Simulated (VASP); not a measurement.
Write the native input for VASP 6.6.1 that does the following.

```
Task                   : single point
Functional             : PBE
Potentials or basis    : VASP PAW PBE potentials, release 64 (Ru_pv)
Cutoff                 : 520 eV
k mesh                 : 20 × 20 × 20
Occupations            : gaussian, width 0.05 eV
Spin                   : no spin polarisation
Dipole correction      : no
Further INCAR settings : ALGO = Normal; EDIFF = 1e-06; NBANDS = 13
```

The structure of Ru lies in POSCAR:

```
Ru
1.0
   -1.5000148147      1.5000148147      1.5000148147
    1.5000148147     -1.5000148147      1.5000148147
    1.5000148147      1.5000148147     -1.5000148147
Ru
1
Direct
    0.0000000000      0.0000000000      0.0000000000
```

The cell was built by a generator and needn't be a form met in nature.

The input as run:

INCAR

```
SYSTEM = Ru
PREC = Accurate
ENCUT = 520
EDIFF = 1E-6
ISMEAR = 0
SIGMA = 0.05
LREAL = .FALSE.
LASPH = .TRUE.
NELM = 80
ALGO = Normal
ISIF = 2
LWAVE = .FALSE.
LCHARG = .FALSE.
GGA = PE
NBANDS = 13
```

KPOINTS

```
regular mesh
0
G
  20 20 20
  0 0 0
```

Potentials or basis: VASP PAW PBE potentials, release 64 (Ru_pv).

The run is started by

```console
$ cat potpaw_PBE.64/Ru_pv/POTCAR > POTCAR
$ mpirun -np 1 vasp_std > vasp.out
```

Results of the run:

The pressure is 16.7 GPa. The band gap on the k mesh is none (metal or under the smearing width).

Caveat: so large a pressure means that the cell lies far from this level's equilibrium, or that cutoff or potentials fall short.

It took 58 s on 1 thread of AMD EPYC 7571, with other jobs on the host, peak memory 0.12 GiB.
